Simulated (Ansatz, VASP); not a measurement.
One calculation of Cs, two programs

```
Cs
1.0
     0.00000    3.94834    3.94834
     3.94834    0.00000    3.94834
     3.94834    3.94834    0.00000
Cs
1
Cartesian
  0.0000 0.0000 0.0000
```

Alike in both runs: functional r2SCAN; k mesh 10 × 10 × 10; occupations gaussian, width 0.1 eV; no spin polarisation.

Ansatz relaxed the structure, and its values are those at the end. VASP's run is a single point on that final structure, the one shown.

|  | VASP | Ansatz |
| --- | --- | --- |
| version | VASP 6.6.1 | Ansatz 0.2.0 |
| potentials or method | VASP PAW PBE potentials, release 64 (Cs_sv) | scalar-relativistic, plane waves, PAW |
| plane-wave cutoff (eV) | 520 | 500 |
| valence electrons in the cell | 9 | 9 |

```tsv
	VASP	Ansatz	Ansatz less VASP
gap on the k mesh at the Fermi level (eV)	none	none	-
pressure (GPa)	0.0	0.0	+0.01
```

A gap of «none» marks a metal or a gap that the smearing closes. The functional is the same, so the differences come from potentials, cutoffs and numerics.

Caveats: the PAW data sets were made with another functional, which shifts forces and pressure a little (VASP). Spin-orbit coupling is left out, which matters for the levels of Cs.
